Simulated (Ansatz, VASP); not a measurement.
## BN: VASP beside Ansatz

```
B N
1.0
     0.00000    3.54320    2.10794
     1.26878    0.00000    2.10794
     1.26878    3.54320    0.00000
B N
1 1
Cartesian
  1.2688 3.5432 0.0002
  1.2688 3.5432 2.8105
```

Alike in both runs: task single point; functional LDA; k mesh 12 × 12 × 12; occupations gaussian, width 0.05 eV; no spin polarisation.

```csv
,VASP,Ansatz
version,VASP 6.6.1,Ansatz 0.2.0
potentials or method,"VASP PAW LDA potentials, release 64 (B, N)","scalar-relativistic, plane waves, PAW"
plane-wave cutoff (eV),520,420
valence electrons in the cell,8,8
```

VASP gave:

```
gap on the k mesh at the Fermi level (eV)       : 3.89
least direct gap on the mesh (eV)               : 4.45
pressure (GPa)                                  : 1.2
largest component of the traceless stress (GPa) : 16.20
rms of the force components (eV/Å)              : 0.366
```

**Question.** What did Ansatz give for the same quantities?

**Answer.** gap on the k mesh at the Fermi level (eV): 3.91; least direct gap on the mesh (eV): 4.46; pressure (GPa): 0.8; largest component of the traceless stress (GPa): 15.89; rms of the force components (eV/Å): 0.366.

Atom by atom the forces differ by 0.000 eV/Å (rms over components).

A k mesh can miss the band edges. Expect the measured gap to be larger: semilocal functionals such as LDA lack the derivative discontinuity.
